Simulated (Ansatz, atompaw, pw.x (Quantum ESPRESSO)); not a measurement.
Equation-of-state test of one PAW (atompaw) potential (boron)

atompaw 4.2.0.5 input, output lines left out:

```
B 5
GGA-PBE scalarrelativistic loggrid 1500 logderivrange -3 5 201
2 2 0 0 0 0
2 1 1
0 0 0
c
v
v
2
3.00 2.70 2.35 1.75
y
0.1
n
y
1.45
n
y
-0.1
n
bloechl besselshape
bessel
```

Atomic tests: cutoffs needed: 8 Ry and 10 Ry (the cutoffs (Ry, on a coarse ladder) from which the occupation-weighted sum of valence levels, in a spherical-Bessel basis at the reference potential, stays within 10 and 1 mRy of its value at 400 Ry); ghost test: no extra level below or beside the all-electron valence levels (s, p, d, f tested) (spherical-Bessel basis up to 400 Ry, 20 bohr box); lowest eigenvalue of the overlap operator: 0.64 (s channel).

Crystal test: diamond B in pw.x 7.5, no spin, 11³ k-points, Fermi–Dirac smearing 0.01 Ry, cutoffs 40/400 Ry. The reference is all-electron LAPW (Ansatz 0.2.0) with the same functional, mesh and smearing; V0 and B0 come from Birch–Murnaghan fits to the pressures at five volumes. Errors are pseudo minus all-electron; Δ is the rms difference of the E(V) curves that follow from these fits, minima aligned, over ±6 % about the mean V0. Mesh and smearing are coarse, so the numbers serve the comparison and aren't converged zero-temperature values; the lattice is a test structure that the element need not adopt.

```csv
V (Å³/atom),P all-electron (GPa),P pseudo (GPa)
7.899,10.02,45.50
8.107,4.78,37.13
8.315,0.11,29.63
8.523,-4.05,22.90
8.731,-7.77,16.85
```

All-electron: a0 = 4.053 Å (V0 = 8.32 Å³/atom), B0 = 175.9 GPa.

Pseudopotential: mean pressure error (GPa): +29.78. The pressure does not cross zero within the volumes sampled, so no fit is given. The largest radius (3.00 bohr) exceeds half the bond length (1.66 bohr), so the spheres overlap, which is one possible source of error among others. This is a poor potential for the solid.

Q: At the middle volume, how do free energy and pressure move when the wave cutoff is lowered (ecutrho held at 400 Ry)?

A:

```json
{"cutoff (Ry)": "18", "shift of F (meV/atom)": "+0.4", "shift of P (GPa)": "-0.04"}
{"cutoff (Ry)": "24", "shift of F (meV/atom)": "+0.0", "shift of P (GPa)": "+0.00"}
{"cutoff (Ry)": "32", "shift of F (meV/atom)": "+0.0", "shift of P (GPa)": "-0.00"}
```

The run at the middle volume (56 k-points, 8 iterations) took about 5.3 s on one core of a shared host (Intel(R) Xeon(R) 6975P-C, 192 threads, 1512 GiB, load 39).
